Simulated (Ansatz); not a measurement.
The system is Ta.

```
Ta
1.0
     2.90037    0.00000    0.00000
    -1.45019    2.51180    0.00000
     0.00000    0.00000    5.16627
Ta
2
Direct
  0.33333 0.66667 0.25000
  0.66667 0.33333 0.75000
```

This isn't the form of Ta at room conditions, which is bcc.

Base run:

- Program: Ansatz 0.2.0
- Functional: PBEsol
- Potentials or basis: all-electron PAW datasets made for the crystal
- Cutoff: 240 eV
- Density cutoff: 960 eV
- k mesh: 11 × 11 × 5
- Occupations: fermi-dirac, width 0.05 eV
- Spin: no spin polarisation

Its results: pressure -7.3 GPa.

Problem. After a change of settings the same cell gave: pressure 0.3 GPa. Which change was it?
A. potentials or basis from all-electron PAW datasets made for the crystal to all-electron LAPW, scalar-relativistic; cutoff from 240 eV to 252 eV; density cutoff from 960 eV to 1009 eV
B. potentials or basis from all-electron PAW datasets made for the crystal to all-electron LAPW, non-relativistic; cutoff from 240 eV to 247 eV; density cutoff from 960 eV to 988 eV
C. potentials or basis from all-electron PAW datasets made for the crystal to all-electron LAPW, inner shells corrected to Dirac's equation; cutoff from 240 eV to 252 eV; density cutoff from 960 eV to 1009 eV

Solution. B.

Caveats: relativity is left out, which matters for the heavier elements (some runs).

Not every run made on this cell is shown here.
